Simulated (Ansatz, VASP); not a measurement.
**InAs in two plane-wave programs**

Aim: how closely do two programs agree when they are given the same cell, functional and k mesh? The cell is taken from a series of runs on this material, whose earlier steps may have relaxed, scaled, displaced or heated it; both programs get it as it stands.

Program: Ansatz 0.2.0. Level of theory: plane waves, with VASP 6.6.1 beside it; zone-centre phonons at PBEsol. Results are calculated unless marked as measured.

## 1. Starting point

It takes space group I-4m2 (No. 119, tetragonal). Conventional cell: a = 4.476 Å, b = 4.476 Å, c = 5.803 Å, α = 90.00°, β = 90.00°, γ = 90.00°. Nearest to As lie 4 In at 2.67 Å. Nearest to In lie 4 As at 2.67 Å. Farther neighbours are not listed.

## 2. VASP: zone-centre phonons, PBEsol

Second derivatives magnify differences that forces hide, and they need a tight electronic threshold.

Lines of VASP's logs that name or quote its potential files are left out, and so is its time.

The input, INCAR:

```
SYSTEM = InAs
PREC = Accurate
ENCUT = 500
EDIFF = 1E-08
NELM = 120
ISMEAR = 1
SIGMA = 0.2
LREAL = .FALSE.
ALGO = Normal
GGA = PS
NBANDS = 15
LORBIT = 11
LWAVE = .FALSE.
LCHARG = .FALSE.
ISIF = 2
IBRION = 8
LASPH = .TRUE.
GGA_COMPAT = .FALSE.
EFERMI = MIDGAP
KPAR = 2
```

The input, POSCAR:

```
InAs
1.0
    0.0000000000      3.1652813060      2.9016692742
    3.1652813060      0.0000000000      2.9016692742
    3.1652813060      3.1652813060      0.0000000000
As In
1 1
Direct
    0.7500000000      0.7500000000      0.7500000000
    0.0000000000      0.0000000000      0.0000000000
```

The input, KPOINTS:

```
Automatic mesh
0
Gamma
12 12 12
0 0 0
```

Potentials, in the order of the species: As and In_d (PBE family, release 64).

Started as:

```console
$ mpirun -np 2 vasp_std
```

Numbers of over 12 decimals in the logs are rounded to 6 here.

Log:

```text
[banner, memory and clock lines left out]
running    2 mpi-ranks, on    1 nodes
 distrk:  each k-point on    1 cores,    2 groups
 distr:  one band on    1 cores,    1 groups

 POSCAR found type information on POSCAR AsIn
 POSCAR found :  2 types and       2 ions
|                                                                             |
|               ----> ADVICE to this user running VASP <----                  |
|                                                                             |
|     You enforced a specific xc type in the INCAR file but a different       |
|     [... a line on the potential file left out ...]
|     I HOPE YOU KNOW WHAT YOU ARE DOING!                                     |
|                                                                             |

 LDA part: xc-table for (Slater+PW92), standard interpolation
 POSCAR, INCAR and KPOINTS ok, starting setup
 FFT: planning ... GRIDC
 FFT: planning ... GRID_SOFT
 FFT: planning ... GRID
 WAVECAR not read
 entering main loop
       N       E                     dE             d eps       ncg     rms          rms(c)
DAV:   1     0.110493354022E+03    0.11049E+03   -0.81091E+03  4919   0.123E+03
DAV:   2    -0.100476311708E+01   -0.11150E+03   -0.10714E+03  5289   0.295E+02
DAV:   3    -0.853714283109E+01   -0.75324E+01   -0.74926E+01  6388   0.780E+01
DAV:   4    -0.872755491319E+01   -0.19041E+00   -0.19035E+00  5817   0.141E+01
DAV:   5    -0.873597893962E+01   -0.84240E-02   -0.84239E-02  7329   0.252E+00    0.407E+00
DAV:   6    -0.848310839249E+01    0.25287E+00   -0.40210E-01  7674   0.114E+01    0.222E+00
DAV:   7    -0.845541796085E+01    0.27690E-01   -0.10143E-01  6803   0.314E+00    0.662E-01
DAV:   8    -0.845387106723E+01    0.15469E-02   -0.11458E-02  6292   0.128E+00    0.167E-01
DAV:   9    -0.845411927825E+01   -0.24821E-03   -0.86654E-04  6388   0.294E-01    0.968E-02
DAV:  10    -0.845417377102E+01   -0.54493E-04   -0.10694E-04  7606   0.135E-01    0.582E-02
DAV:  11    -0.845419146084E+01   -0.17690E-04   -0.50133E-05  5849   0.943E-02    0.412E-02
DAV:  12    -0.845419164336E+01   -0.18252E-06   -0.48144E-06  5482   0.222E-02    0.882E-03
DAV:  13    -0.845419174103E+01   -0.97666E-07   -0.10318E-06  6549   0.629E-03    0.405E-03
DAV:  14    -0.845419174984E+01   -0.88094E-08   -0.53878E-08  5828   0.231E-03
   1 F= -.84541917E+01 E0= -.84543585E+01  d E =0.500317E-03
 Linear response reoptimize wavefunctions to high precision
DAV:   1    -0.845419179308E+01   -0.43245E-07   -0.35413E-09  6318   0.838E-04
DAV:   2    -0.845419179312E+01   -0.42746E-10   -0.37415E-10  3677   0.148E-04
 Linear response DOF=           4
 Linear response progress:
  Degree of freedom:   1/  4
       N       E                     dE             d eps       ncg     rms          rms(c)
RMM:   1    -0.470070488704E-01   -0.47007E-01    0.63714E-02 29262   0.148E+00
RMM:   2    -0.443740157115E-01    0.26330E-02    0.16652E-03 22362   0.550E-01    0.104E-01
RMM:   3    -0.450755947452E-01   -0.70158E-03   -0.17652E-03 26439   0.230E-01    0.454E-02
RMM:   4    -0.452785494108E-01   -0.20295E-03   -0.14115E-04 26801   0.778E-02    0.113E-02
RMM:   5    -0.453165407226E-01   -0.37991E-04   -0.16847E-05 27734   0.311E-02    0.545E-03
RMM:   6    -0.453018388952E-01    0.14702E-04   -0.21186E-06 26711   0.872E-03    0.152E-03
RMM:   7    -0.453000699266E-01    0.17690E-05   -0.21313E-07 29072   0.256E-03    0.968E-04
RMM:   8    -0.453009594275E-01   -0.88950E-06   -0.13286E-07 27277   0.115E-03    0.475E-04
RMM:   9    -0.453015464977E-01   -0.58707E-06   -0.60323E-08 27514   0.406E-04    0.771E-05
RMM:  10    -0.453015629811E-01   -0.16483E-07   -0.55302E-08 29973   0.161E-04    0.581E-05
RMM:  11    -0.453015709054E-01   -0.79243E-08   -0.10588E-07 28812   0.605E-05    0.121E-05
RMM:  12    -0.453015930829E-01   -0.22178E-07   -0.55050E-08 30086   0.226E-05    0.576E-06
RMM:  13    -0.453015976776E-01   -0.45947E-08   -0.68057E-08 28435   0.119E-05    0.121E-06
 first order change of Fermi-energy   0.21655E-03
 force on displaced ion       1 direction 1 :  -6.686   0.000   0.000
 Linear response progress:
  Degree of freedom:   2/  4
       N       E                     dE             d eps       ncg     rms          rms(c)
RMM:   1    -0.460950867266E-01   -0.46095E-01    0.65404E-02 17121   0.142E+00
RMM:   2    -0.443085424782E-01    0.17865E-02    0.86670E-04 13323   0.516E-01    0.933E-02
RMM:   3    -0.448527608922E-01   -0.54422E-03   -0.16250E-03 15427   0.210E-01    0.416E-02
RMM:   4    -0.450146135978E-01   -0.16185E-03   -0.11810E-04 15627   0.714E-02    0.106E-02
RMM:   5    -0.450549088437E-01   -0.40295E-04   -0.15613E-05 15773   0.302E-02    0.416E-03
RMM:   6    -0.450442509030E-01    0.10658E-04   -0.17014E-06 15574   0.805E-03    0.148E-03
RMM:   7    -0.450409058142E-01    0.33451E-05   -0.14013E-07 16838   0.235E-03    0.773E-04
RMM:   8    -0.450417156983E-01   -0.80988E-06   -0.51073E-08 15774   0.103E-03    0.276E-04
RMM:   9    -0.450420797924E-01   -0.36409E-06    0.53239E-09 16869   0.307E-04    0.820E-05
RMM:  10    -0.450421110169E-01   -0.31225E-07    0.79585E-08 17086   0.120E-04    0.251E-05
RMM:  11    -0.450421302252E-01   -0.19208E-07   -0.40991E-08 17085   0.473E-05    0.682E-06
RMM:  12    -0.450421437449E-01   -0.13520E-07    0.12293E-08 17063   0.182E-05    0.260E-06
RMM:  13    -0.450421410899E-01    0.26550E-08   -0.74848E-09 14841   0.908E-06    0.488E-07
 first order change of Fermi-energy   0.97855E-03
 force on displaced ion       1 direction 3 :  -0.000  -0.000  -6.428
 Linear response progress:
  Degree of freedom:   3/  4
       N       E                     dE             d eps       ncg     rms          rms(c)
RMM:   1    -0.233866971948E+00   -0.23387E+00   -0.11069E-01 19314   0.478E+00
RMM:   2    -0.236275535752E+00   -0.24086E-02   -0.12576E-02 24303   0.100E+00    0.767E-02
RMM:   3    -0.236165342379E+00    0.11019E-03   -0.14584E-03 26391   0.310E-01    0.378E-02
RMM:   4    -0.235946752543E+00    0.21859E-03   -0.13837E-04 27117   0.104E-01    0.212E-02
RMM:   5    -0.235882810720E+00    0.63942E-04   -0.23724E-05 28118   0.388E-02    0.762E-03
RMM:   6    -0.235876284395E+00    0.65263E-05   -0.30220E-06 27979   0.134E-02    0.183E-03
RMM:   7    -0.235887587379E+00   -0.11303E-04    0.14509E-07 29201   0.400E-03    0.849E-04
RMM:   8    -0.235887190579E+00    0.39680E-06    0.11398E-07 28495   0.171E-03    0.467E-04
RMM:   9    -0.235887155266E+00    0.35313E-07    0.25883E-07 28989   0.744E-04    0.502E-05
RMM:  10    -0.235887094017E+00    0.61249E-07    0.46725E-07 30539   0.321E-04    0.557E-05
RMM:  11    -0.235887119244E+00   -0.25227E-07    0.25672E-07 30044   0.151E-04    0.372E-05
RMM:  12    -0.235887098916E+00    0.20328E-07    0.20212E-07 30431   0.825E-05    0.108E-05
RMM:  13    -0.235887149593E+00   -0.50677E-07    0.80056E-08 28763   0.509E-05    0.826E-06
RMM:  14    -0.235887154413E+00   -0.48202E-08    0.41045E-08 29823   0.316E-05    0.210E-06
 first order change of Fermi-energy  -0.42410E-04
 force on displaced ion       2 direction 1 :  -6.699   0.000   0.000
 Linear response progress:
  Degree of freedom:   4/  4
       N       E                     dE             d eps       ncg     rms          rms(c)
RMM:   1    -0.233344128489E+00   -0.23334E+00   -0.10038E-01 11354   0.484E+00
RMM:   2    -0.235887350581E+00   -0.25432E-02   -0.11856E-02 14176   0.985E-01    0.719E-02
RMM:   3    -0.235759059657E+00    0.12829E-03   -0.13526E-03 15533   0.299E-01    0.339E-02
RMM:   4    -0.235509932203E+00    0.24913E-03   -0.11912E-04 15756   0.964E-02    0.185E-02
RMM:   5    -0.235421736947E+00    0.88195E-04   -0.20780E-05 16364   0.367E-02    0.685E-03
RMM:   6    -0.235408669205E+00    0.13068E-04   -0.25856E-06 16262   0.120E-02    0.180E-03
RMM:   7    -0.235419574132E+00   -0.10905E-04   -0.32631E-07 16880   0.359E-03    0.798E-04
RMM:   8    -0.235420129754E+00   -0.55562E-06   -0.90790E-08 16579   0.150E-03    0.341E-04
RMM:   9    -0.235420405387E+00   -0.27563E-06    0.10118E-07 17399   0.622E-04    0.124E-04
RMM:  10    -0.235420393207E+00    0.12181E-07    0.57674E-08 17105   0.254E-04    0.189E-05
RMM:  11    -0.235420386058E+00    0.71485E-08    0.46694E-08 17482   0.126E-04    0.270E-05
 first order change of Fermi-energy  -0.35143E-04
 force on displaced ion       2 direction 3 :   0.000   0.000  -6.430
 Linear response finished
```

From OUTCAR (step 2):

```text
ion  position               nearest neighbor table
   1  0.750  0.750  0.750-   2 2.67   2 2.67   2 2.67   2 2.67
   2  0.000  0.000  0.000-   1 2.67   1 2.67   1 2.67   1 2.67

  LATTYP: Found a body centered tetragonal cell.
 ALAT       =     4.4763837517
 C/A-ratio  =     1.2964345486

 Subroutine GETGRP returns: Found  8 space group operations
 (whereof  8 operations were pure point group operations)

The static configuration has the point symmetry D_2d.

 Found    163 irreducible k-points:

   k-points           NKPTS =    163   k-points in BZ     NKDIM =    163   number of bands    NBANDS=     15

   dimension x,y,z NGX =    32 NGY =   32 NGZ =   36
   dimension x,y,z NGXF=    64 NGYF=   64 NGZF=   72

   ENCUT  =  500.0 eV  36.75 Ry    6.06 a.u.   7.83  7.83  8.16*2*pi/ulx,y,z

   NELECT =      18.0000    total number of electrons

 k-points in reciprocal lattice and weights: Automatic mesh
   0.00000000  0.00000000  0.00000000       0.001
   0.08333333  0.00000000  0.00000000       0.005
   0.16666667  0.00000000  0.00000000       0.005
   0.25000000  0.00000000  0.00000000       0.005
   0.33333333  0.00000000  0.00000000       0.005
   0.41666667  0.00000000  0.00000000       0.005
   0.50000000  0.00000000  0.00000000       0.002
   0.08333333  0.08333333  0.00000000       0.001
   0.16666667  0.08333333  0.00000000       0.005
[...]
-0.33333333  0.16666667  0.50000000       0.002
  -0.25000000  0.25000000  0.50000000       0.001

 average (electrostatic) potential at core
       1 -49.9566       2 -96.8691

  Total       -0.9060962     -0.9060962      0.0214692      0.0000000      0.0000000     -0.0000000
  in kB      -24.9679197    -24.9679197      0.5915929      0.0000000      0.0000000     -0.0000000
  external PRESSURE =     -16.4480822 kB  Pullay stress =       0.0000000 kB

  energy-cutoff  :      500.00
  volume of cell :       58.14
      direct lattice vectors                 reciprocal lattice vectors
     0.000000000  3.165281306  2.901669274    -0.157963843  0.157963843  0.172314607
     3.165281306  0.000000000  2.901669274     0.157963843 -0.157963843  0.172314607
     3.165281306  3.165281306  0.000000000     0.157963843  0.157963843 -0.172314607

 POSITION                                       TOTAL-FORCE (eV/Angst)
 -----------------------------------------------------------------------------------
      4.74792      4.74792      4.35250         0.000000     -0.000000      0.000000
      0.00000      0.00000      0.00000        -0.000000      0.000000     -0.000000
 -----------------------------------------------------------------------------------
    total drift:                                0.000003      0.000003     -0.000001

 Eigenvectors and eigenvalues of the dynamical matrix
 ----------------------------------------------------

   1 f  =    6.005873 THz    37.736014 2PiTHz  200.334362 cm-1    24.838284 meV
             X         Y         Z           dx          dy          dz
      4.747922  4.747922  4.352504    -0.777622    0.000000    0.000000
      0.000000  0.000000  0.000000     0.628732    0.000000    0.000000

   2 f  =    6.005873 THz    37.736014 2PiTHz  200.334362 cm-1    24.838284 meV
             X         Y         Z           dx          dy          dz
      4.747922  4.747922  4.352504     0.000000    0.777622    0.000000
      0.000000  0.000000  0.000000     0.000000   -0.628732    0.000000

   3 f  =    5.886860 THz    36.988235 2PiTHz  196.364528 cm-1    24.346088 meV
             X         Y         Z           dx          dy          dz
      4.747922  4.747922  4.352504     0.000000    0.000000    0.777850
      0.000000  0.000000  0.000000     0.000000    0.000000   -0.628450

   4 f/i=    0.000520 THz     0.003269 2PiTHz    0.017356 cm-1     0.002152 meV
             X         Y         Z           dx          dy          dz
      4.747922  4.747922  4.352504     0.000000    0.000000   -0.628450
      0.000000  0.000000  0.000000     0.000000    0.000000   -0.777850

   5 f/i=    0.002710 THz     0.017026 2PiTHz    0.090386 cm-1     0.011206 meV
             X         Y         Z           dx          dy          dz
      4.747922  4.747922  4.352504     0.582212   -0.237346    0.000000
      0.000000  0.000000  0.000000     0.720086   -0.293552    0.000000

   6 f/i=    0.002710 THz     0.017026 2PiTHz    0.090386 cm-1     0.011206 meV
             X         Y         Z           dx          dy          dz
      4.747922  4.747922  4.352504    -0.237346   -0.582212    0.000000
      0.000000  0.000000  0.000000    -0.293552   -0.720086    0.000000

 ELASTIC MODULI CONTR FROM IONIC RELAXATION (kBar)
 Direction    XX          YY          ZZ          XY          YZ          ZX
 --------------------------------------------------------------------------------
 XX           0.0000      0.0000      0.0000      0.0000      0.0000      0.0000
 YY           0.0000      0.0000      0.0000      0.0000      0.0000      0.0000
 ZZ           0.0000      0.0000      0.0000      0.0000      0.0000      0.0000
 XY           0.0000      0.0000      0.0000   -156.1943     -0.0000      0.0000
 YZ           0.0000      0.0000      0.0000     -0.0000   -158.7832     -0.0000
 ZX           0.0000      0.0000      0.0000      0.0000     -0.0000   -141.1524
 --------------------------------------------------------------------------------
```

Methfessel-Paxton smearing is not meant for a cell with a gap.

(Part 1 of 2 ends here.)

[Lines on the potential files, build, host, timing and source positions are cut from VASP's logs without a mark.]

[Logs are printed without paths, hosts, clocks, repeated set-up lines and the standing remarks that a program may print on its own settings, such as how far it seeks lower states.]

[Hosts, paths, dates, database ids (printed as entryN), source tags and the programs' standing remarks are cut or masked in the printed files.]
